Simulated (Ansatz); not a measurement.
Here is an Ansatz 0.2.0 calculation.

input.yaml

```yaml
crystal:
  lattice:
    - [3.5230547267, 0.0, 0.0]
    - [0.0, 3.5230547267, 0.0]
    - [0.0, 0.0, 3.5230547267]
  atoms:
    - { symbol: Ni, position: [0.5, 0.5, 0.0], spin: 1.0 }
    - { symbol: Ni, position: [0.5, 0.0, 0.5], spin: -1.0 }
    - { symbol: Ni, position: [0.0, 0.5, 0.5], spin: 1.0 }
    - { symbol: Al, position: [0.0, 0.0, 0.0] }
hamiltonian:
  xc: pbesol
  pseudopotentials: { kind: paw }
magnetization:
  spin_polarized: true
kpoints:
  mp_grid: { grid: [8, 8, 8] }
scf:
  occupations: { method: fermi_dirac, width: 0.05 }
output:
  forces: true
  stress: true
  eigenvalues: true
```

Potentials or basis: Ansatz PAW.

Command:

```bash
$ ansatz run input.yaml --threads 2 --pin off --max-ram 5632MiB --backend cpu --events-out ev --progress --plain --runs-dir out
```

Predict the site moments.

Ni +0.24; Al -0.01 μB.

What does it give for the pressure?

-0.7 GPa.

Predict the net moment.

0.66 μB per cell.

Estimate the absolute moment.

0.81 μB per cell.

Caveat: the PAW data sets come from PBE, with cores solved anew for the run's functional, which leaves a small shift of forces and pressure; the starting moments weren't kept.
